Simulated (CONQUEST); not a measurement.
Here is a CONQUEST 1.3 calculation.

The input Conquest_input:

```
IO.Title LiH
IO.Coordinates coords.dat
IO.FractionalAtomicCoords T
IO.Iprint 2
IO.Iprint_init 1
General.NumberOfSpecies 2
General.PseudopotentialType hamann
General.DistanceUnits A
General.DFT_D2 T
AtomMove.TypeOfRun cg
Grid.GridCutoff 80
DM.SolutionMethod diagon
Diag.MPMesh T
Diag.GammaCentred T
Diag.MPMeshX 5
Diag.MPMeshY 5
Diag.MPMeshZ 4
Diag.kT 0.00367493
minE.SCTolerance 1e-6
SC.MaxIters 100
IO.AtomChargeOutput T
AtomMove.NumSteps 25
AtomMove.WriteExtXYZ T
AtomMove.OutputFreq 1
AtomMove.WriteXSF F
AtomMove.MaxForceTol 1e-3
AtomMove.OptCell T
AtomMove.OptCellMethod 3
AtomMove.StressTolerance 0.2
AtomMove.CGLineMin safe
AtomMove.TargetPressure 5
%block ChemicalSpeciesLabel
1 6.940 Li
2 1.010 H
%endblock
```

Contents of coords.dat:

```
    2.8935250000     0.0000000000     0.0000000000
    0.0000000000     2.8941810000     0.0000000000
    0.0000000000     0.0000000000     4.0357130000
4
  0.0000000000   0.0000000000   0.0000000000 1 T T T
  0.5000000000   0.5000000000   0.5000000000 1 T T T
  0.0000000000   0.0000000000   0.5000000000 2 T T T
  0.5000000000   0.5000000000   0.0000000000 2 T T T
```

Potentials or basis: PseudoDojo NC PBE, DZP, grid cutoff 80 Ha.

The run is started by

```console
$ Conquest
```

Estimate the relaxed volume.

6.61 Å³/atom.

What does it give for the relaxed cell?

a = 2.654 Å, b = 2.654 Å, c = 3.750 Å, α = 90.00°, β = 90.00°, γ = 90.00°.

Estimate the band gap on the k mesh.

2.82 eV.

Step by step:
```
step  energy change (eV)  largest force (eV/Å)  volume (Å³)
   1              0.0000                0.0000        33.80
   2             -0.1615                0.0000        26.43
   3             -0.1618                0.0000        26.43
   4             -0.1616                0.2452        26.42
   5             -0.1616                0.0000        26.42
```

Caveat: the k mesh is coarse (spacing up to 0.43 Å⁻¹), so the values aren't converged; the log labels positions in bohr as Å; only the three edges of the box relax, its angles stay right; the DZP basis gives volumes some 2 % larger than converged bases do, and moduli off by several per cent; an odd mesh through Γ misses points on the zone boundary, where band edges often lie; the basis of atomic orbitals isn't converged, which shifts pressures, moduli and gaps.
